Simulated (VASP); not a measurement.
Write the native input for VASP 6.6.1 that does the following.

```
Task                   : dielectric tensor
Functional             : PBEsol
Potentials or basis    : VASP PAW PBE potentials, release 64 (Al, O)
Cutoff                 : 520 eV
k mesh                 : 4 × 4 × 4
Occupations            : fermi-dirac, width 0.05 eV
Spin                   : no spin polarisation
Further INCAR settings : ALGO = Fast; EDIFF = 1e-08
```

The structure of Al2O3 lies in POSCAR:

```
Al2O3
1.0
    2.7481872800      0.0000000000      4.3310000000
   -1.3740936400      2.3800000000      4.3310000000
   -1.3740936400     -2.3800000000      4.3310000000
Al O
4 6
Direct
    0.3522000000      0.3522000000      0.3522000000
    0.1478000000      0.1478000000      0.1478000000
    0.6478000000      0.6478000000      0.6478000000
    0.8522000000      0.8522000000      0.8522000000
    0.5563000000     -0.0563000000      0.2500000000
   -0.0563000000      0.2500000000      0.5563000000
    0.2500000000      0.5563000000     -0.0563000000
    0.4437000000      1.0563000000      0.7500000000
    1.0563000000      0.7500000000      0.4437000000
    0.7500000000      0.4437000000      1.0563000000
```

The cell was built by a generator and needn't be a form met in nature.

These files were run (other wordings do the same):

INCAR

```
SYSTEM = Al2O3
ALGO = Fast
EDIFF = 1E-8
ENCUT = 520
GGA = PS
ISIF = 2
ISMEAR = -1
LASPH = .TRUE.
LCHARG = .FALSE.
LEPSILON = .TRUE.
LREAL = .FALSE.
LWAVE = .FALSE.
NELM = 100
PREC = Accurate
SIGMA = 0.05
```

KPOINTS

```
k-points
0
G
  4 4 4
  0 0 0
```

Potentials or basis: VASP PAW PBE potentials, release 64 (Al, O).

The run is started by

```sh
$ cat potpaw_PBE.64/Al/POTCAR potpaw_PBE.64/O/POTCAR > POTCAR
$ mpirun -np 1 vasp_std > vasp.out
```

Results of the run:

The band gap on the k mesh is 6.13 eV, direct. The electronic dielectric tensor (diagonal) is 3.27, 3.27, 3.24. The born charges (mean of the diagonal) is Al +2.95; O -1.96 e.

Run time: 3.4 min on 1 thread of Intel(R) Xeon(R) 6975P-C (Granite Rapids) (shared host), peak memory 0.37 GiB.
